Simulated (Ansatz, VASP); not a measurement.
**One calculation of Rb, two programs**

```
Rb
1.0
    -2.36195    2.36195    2.36195
     2.36195   -2.36195    2.36195
     2.36195    2.36195   -2.36195
Rb
1
Cartesian
  0.0000 0.0000 0.0000
```

Change from the starting cell: volume scaled by 0.68, LAPW.

Alike in both runs: task single point; functional LDA; k mesh 11 × 11 × 11; occupations fermi-dirac, width 0.05 eV; no spin polarisation.

```csv
,VASP,Ansatz
version,VASP 6.6.1,Ansatz 0.2.0
potentials or method,"VASP PAW LDA potentials, release 64 (Rb_sv), cutoff 520 eV","all-electron LAPW, scalar-relativistic"
```

```csv
,VASP,Ansatz,Ansatz less VASP
pressure (GPa),2.8,2.8,0.00
```

Ansatz ran all-electron here, so the differences hold the error of VASP's frozen core and of both bases.
